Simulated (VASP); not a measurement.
Set up this calculation in VASP 6.6.1, as the native input.

| Quantity | Value |
| --- | --- |
| Task | relaxation of cell and atoms |
| Functional | PBEsol |
| Dispersion | D4 |
| Potentials or basis | VASP PAW PBE potentials, release 64 (Ti_sv, O) |
| Cutoff | 600 eV |
| k mesh | 6 × 6 × 9 |
| Occupations | fermi-dirac, width 0.05 eV |
| Spin | no spin polarisation |
| Further INCAR settings | ALGO = Fast; EDIFF = 1e-07; IBRION = 2; EDIFFG = -0.005; NSW = 40; ISIF = 3 |

The structure of TiO2 lies in POSCAR:

```
TiO2
1.0
    4.5998373239      0.0000000000      0.0000000000
    0.0000000000      4.5998373239      0.0000000000
    0.0000000000      0.0000000000      2.9592135600
Ti O
2 4
Direct
    0.0000000000      0.0000000000      0.5000000000
    0.5000000000      0.5000000000      0.0000000000
    0.3043213200      0.3043213200      0.5000000000
    0.1956786800      0.8043213200      0.0000000000
    0.8043213200      0.1956786800      0.0000000000
    0.6956786800      0.6956786800      0.5000000000
```

The cell is a database's computed one.

The input as run:

INCAR

```
SYSTEM = TiO2
PREC = Accurate
ENCUT = 600
EDIFF = 1E-7
ISMEAR = -1
SIGMA = 0.05
LREAL = .False.
LASPH = .True.
NELM = 80
ALGO = Fast
ISIF = 3
LWAVE = .False.
LCHARG = .False.
GGA = PS
IVDW = 13
IBRION = 2
NSW = 40
EDIFFG = -0.005
```

KPOINTS

```
Automatic mesh
0
Gamma
  6 6 9
  0 0 0
```

Potentials or basis: VASP PAW PBE potentials, release 64 (Ti_sv, O).

Run with:

```sh
$ cat potpaw_PBE.64/Ti_sv/POTCAR potpaw_PBE.64/O/POTCAR > POTCAR
$ mpirun -np 1 vasp_std > vasp.out
```

Results of the run:

```
Relaxed volume                         : 10.24 Å³/atom
Relaxed cell                           : a = 4.574 Å, b = 4.574 Å, c = 2.936 Å, α = 90.00°, β = 90.00°, γ = 90.00°
Space group after relaxing (to 0.05 Å) : P4_2/mnm (No. 136)
Energy gained by relaxing              : 2.9 meV/atom
Ionic steps                            : 9
Pressure after relaxing                : 0.0 GPa
Band gap on the k mesh                 : 1.84 eV, direct
Dispersion energy per atom             : -0.118 eV
```

Caveat: the PAW data sets were made with another functional, which shifts forces and pressure a little; an odd mesh through Γ misses points on the zone boundary, where band edges often lie.

Run time: 15 min on 1 thread of Intel(R) Xeon(R) Platinum 8259CL CPU @ 2.50GHz (Skylake/Cascade Lake) (shared host), peak memory 0.25 GiB.
